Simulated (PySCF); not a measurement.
Isomers of C3H4N2, mass 68.037 u with the commonest isotopes. The calculation used PySCF, PBE0-D3(BJ)/def2-SVP geometry optimisation, gas phase. One conformer each, none proved a minimum here; rigid rotors.

Problem. Order these by rotational constant B, smallest first.
A. `c1cn[nH]c1`
B. `[CH2:1]=[N:2][CH2:3][C:4]#[N:5]` with C1–N2–C3–C4 124° (methyleneaminoacetonitrile)
C. `[H]/[N:5]=[CH:4]/[CH2:3][C:2]#[N:1]` with C2–C3–C4–N5 -135°
D. `C/N=C\C#N`

Solution. C (2603 MHz), B (2791 MHz), D (3653 MHz), A (9495 MHz).

Problem. Order these by rotational constant A, smallest first.
A. `[H]/[N:5]=[CH:4]/[CH2:3][C:2]#[N:1]` with C2–C3–C4–N5 -135°
B. `[CH2:1]=[N:2][CH2:3][C:4]#[N:5]` with C1–N2–C3–C4 124° (methyleneaminoacetonitrile)
C. `C/N=C\C#N`
D. `C1=CNN=C1`

Solution. D (9704 MHz), C (13091 MHz), B (21782 MHz), A (23393 MHz).

Problem. Order these by radius of gyration √(Σ m r²/M), largest first.
A. `[H]/[N:5]=[CH:4]/[CH2:3][C:2]#[N:1]` with C2–C3–C4–N5 -135°
B. `c1cn[nH]c1`
C. `[CH2:1]=[N:2][CH2:3][C:4]#[N:5]` with C1–N2–C3–C4 124° (methyleneaminoacetonitrile)
D. `C/N=C\C#N`

Solution. A (1.757 Å), C (1.702 Å), D (1.606 Å), B (1.244 Å).

```json
{"SMILES": "c1cn[nH]c1", "point group": "Cs", "Ia (u·Å²)": "52.08", "Ib (u·Å²)": "53.22", "Ic (u·Å²)": "105.30", "κ": "0.91", "μa (D)": "1.33", "μb (D)": "1.88", "μc (D)": "0.00"}
{"SMILES": "[H]/N=C/CC#N", "point group": "C1", "Ia (u·Å²)": "21.60", "Ib (u·Å²)": "194.12", "Ic (u·Å²)": "204.39", "κ": "-0.99", "μa (D)": "2.75", "μb (D)": "0.53", "μc (D)": "1.62"}
{"SMILES": "C/N=C\\C#N", "point group": "Cs", "Ia (u·Å²)": "38.60", "Ib (u·Å²)": "138.34", "Ic (u·Å²)": "173.82", "κ": "-0.85", "μa (D)": "1.94", "μb (D)": "0.35", "μc (D)": "0.00"}
{"SMILES": "C=NCC#N", "point group": "C1", "Ia (u·Å²)": "23.20", "Ib (u·Å²)": "181.09", "Ic (u·Å²)": "189.80", "κ": "-0.99", "μa (D)": "3.77", "μb (D)": "2.05", "μc (D)": "1.33"}
{"SMILES": "c1c[nH]cn1", "point group": "Cs", "Ia (u·Å²)": "51.47", "Ib (u·Å²)": "53.58", "Ic (u·Å²)": "105.05", "κ": "0.85", "μa (D)": "3.76", "μb (D)": "0.56", "μc (D)": "0.00"}
```
